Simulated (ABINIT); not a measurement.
Here is an ABINIT 10.8.3 (patched build) calculation.

Contents of run.abi:

```
# Pseudopotentials
pp_dirpath "./"
pseudos "Si.upf"

# Structure
acell 3*1.0 Angstrom
rprim
     3.8313174605     0.0000000000     0.0000000000
    -1.9156587303     3.3180182508     0.0000000000
     0.0000000000     0.0000000000     6.3326220002
ntypat 1
znucl 14
natom 4
typat 1 1 1 1
xred
     0.6666666667     0.3333333333     0.9369905000
     0.3333333333     0.6666666667     0.4369905000
     0.6666666667     0.3333333333     0.5630095000
     0.3333333333     0.6666666667     0.0630095000

# Plane-wave basis
ecut 18.0

# k points
kptopt 1
ngkpt 8 8 4
nshiftk 1
shiftk 0.0 0.0 0.0

# Exchange and correlation
ixc 11

# Bands and occupations
nband 12
occopt 3
tsmear 0.05 eV

# SCF cycle
nstep 100
tolvrs 1.0e-10

# Output
iomode 3
prtwf 0
prtden 0
prteig 0
prtebands 0
enunit 2
```

Potentials or basis: PseudoDojo NC SR PBE v0.5 stringent.

Launch:

```console
$ abinit run.abi > log 2>&1
```

(1) Predict the pressure.

(2) What does it give for the band gap on the k mesh?

Answers

(1) 1.3 GPa.

(2) 0.42 eV, indirect (least direct gap 1.02 eV).
